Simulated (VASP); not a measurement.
A run of VASP 6.6.1:

File INCAR:

```
SYSTEM = Al
PREC = Accurate
ENCUT = 520
EDIFF = 1E-6
ISMEAR = -1
SIGMA = 0.1
LREAL = .False.
LASPH = .True.
NELM = 60
ALGO = Normal
ISIF = 2
LWAVE = .False.
LCHARG = .True.
GGA = CA
LELF = .True.
LVHAR = .True.
NBANDS = 12
```

Contents of KPOINTS:

```
Automatic mesh
0
Gamma
  9 9 13
  0 0 0
```

Contents of POSCAR:

```
Al
1.0
    4.3302943902      0.0000000000      0.0000000000
   -2.1651471951      3.7501449478      0.0000000000
    0.0000000000      0.0000000000      2.6792201355
Al
3
Direct
    1.0000000000      1.0000000000      0.0000000000
    0.3333333333      0.6666666667      0.5000000000
    0.6666666667      0.3333333333      0.5000000000
```

Potentials or basis: VASP PAW LDA potentials, release 64 (Al).

Command:

```console
$ cat potpaw_LDA.64/Al/POTCAR > POTCAR
$ mpirun -np 1 vasp_std > vasp.out
```

Hardware: 1 thread of Intel(R) Xeon(R) 6975P-C (Granite Rapids), on a shared host.

Q: How long does it take, and how much memory?

A: Wall time 10 s on 1 thread of Intel(R) Xeon(R) 6975P-C (Granite Rapids) (shared host), peak memory 0.15 GiB. Counts: scf iterations 10, k points 84.
